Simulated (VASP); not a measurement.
## VASP inputs for NaI (strained CsCl)

INCAR

```
EDIFF = 1E-7
SIGMA = 0.02
ISIF = 2
PREC = Accurate
LREAL = .FALSE.
IBRION = -1
LWAVE = .FALSE.
LCHARG = .TRUE.
NSW = 0
GGA = PE
LASPH = .TRUE.
ISMEAR = -1
ENCUT = 520
NELM = 120
NBANDS = 14
LELF = .TRUE.
```

KPOINTS

```
KPOINTS created by Atomic Simulation Environment
0
Gamma
6 6 6
0 0 0
```

KPOINTS_OPT

```
special points
5
Reciprocal
0.0000000000 0.0000000000 0.0000000000 1
0.0000000000 0.5000000000 0.0000000000 1
0.5000000000 0.5000000000 0.0000000000 1
0.5000000000 0.5000000000 0.5000000000 1
0.0000000000 0.5000000000 0.5000000000 1
```

POSCAR

```
Na I
 1.0000000000000000
     4.0405365579000003    0.0000000000000000    0.0000000000000000
     0.0000000000000000    4.0405365579000003    0.0000000000000000
     0.0000000000000000    0.0000000000000000    4.1072054110999998
 Na  I
   1   1
Cartesian
  0.0000000000000000  0.0000000000000000  0.0000000000000000
  2.0202682789499997  2.0202682789499997  2.0536027055499995
```

VASP ran with the recommended PBE PAW datasets (14 valence electrons in the cell).

**Question.** What does this run give?

**Answer.** gap between bands v and c 2.23 eV; least direct gap 2.76 eV; pressure 0.0 GPa.

Band v is the last that the valence electrons fill when counted band by band, and c is the next. Levels in eV from the top of v:

| point | v−1 | v | c | c+1 |
| --- | --- | --- | --- | --- |
| Γ | -0.62 | -0.62 | 2.23 | 5.54 |
| X | -0.43 | -0.29 | 4.56 | 6.18 |
| M | -2.55 | -0.10 | 2.83 | 6.88 |
| R | -2.10 | -2.03 | 4.17 | 4.17 |
